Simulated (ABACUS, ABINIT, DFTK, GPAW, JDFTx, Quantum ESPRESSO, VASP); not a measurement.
# W: programs and potentials compared

```
CELL_PARAMETERS angstrom
-1.58234 1.58234 1.58234
1.58234 -1.58234 1.58234
1.58234 1.58234 -1.58234
ATOMIC_POSITIONS crystal
W 0.00000 0.00000 0.00000
```

Alike in all runs: task single point; functional PBEsol; k mesh 12 × 12 × 12; occupations fermi-dirac, width 0.05 eV; no spin polarisation; no spin-orbit coupling. Pressure is positive in compression and, in plane waves, holds the error of the finite cutoff.

```tsv
program and potentials	plane-wave cutoff (eV)	notes	band gap (eV)	pressure (GPa)
ABACUS, PseudoDojo NC SR 0.4.1 PBEsol standard, plane waves	1007	-	no gap	-2.77
ABINIT, PseudoDojo NC SR PBEsol v0.4.1 standard	1007	-	no gap	-2.81
GPAW, PAW data sets generated for this functional	600	-	no gap	-3.28
JDFTx, PseudoDojo-SR-PBEsol-0.4.1-standard with smoothed tails	1007	-	no gap	-2.81
VASP, PBE PAW files W_sv, 520 eV	520	potentials made for PBE	no gap	-2.37
DFTK, PseudoDojo SR PBEsol 0.4.1 standard (PBEsol)	1007	-	no gap	-2.81
Quantum ESPRESSO, GBRV 1.5 PBEsol	762	-	?	?
```

Problem. Estimate from the other rows what the run with Quantum ESPRESSO, GBRV 1.5 PBEsol gave.

Solution. No band gap; pressure -2.70 GPa. The other rows, which needn't bracket it: pressure -3.28 to -2.37.
